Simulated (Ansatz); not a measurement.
Fluorite TiO2 (r2SCAN geometry), in Ansatz:

```cif
data_structure
_symmetry_space_group_name_H-M 'Fm-3m'
_symmetry_Int_Tables_number 225
_cell_length_a 4.7937
_cell_length_b 4.7937
_cell_length_c 4.7937
_cell_angle_alpha 90.000
_cell_angle_beta 90.000
_cell_angle_gamma 90.000
_cell_volume 110.15
loop_
_atom_site_label
_atom_site_type_symbol
_atom_site_symmetry_multiplicity
_atom_site_Wyckoff_symbol
_atom_site_fract_x
_atom_site_fract_y
_atom_site_fract_z
_atom_site_occupancy
Ti1 Ti 4 a 0.00000 0.00000 0.00000 1
O1 O 8 c 0.25000 0.75000 0.75000 1
```

G0W0@PBE with 151 empty bands, a screening cutoff of 180 eV and a 6×6×6 mesh (PAW, contour deformation) gives 2.309 eV over the mesh points, from a PBE gap of 1.144 eV; it sums over 163 bands with 169 plane waves in the screening and a wave cutoff of 420 eV. G0W0 values are finite-basis, finite-mesh values. Note: simulated data, non-magnetic, for a generated structure that need not be the stable one.

**Question.** Estimate the gap with mesh 8×8×8, empty bands 44, screening cutoff 80 eV.

**Answer.** 2.221 eV (-0.088 eV), from a Kohn-Sham gap of 1.145 eV.

**Question.** Another run gave a Kohn-Sham gap of 1.144 eV and a G0W0 gap of 2.216 eV, summing over 74 bands with 59 plane waves in the screening and a wave cutoff of 420 eV. What was changed?

**Answer.** Empty bands 62, screening cutoff 100 eV. The counts of bands and plane waves show it.
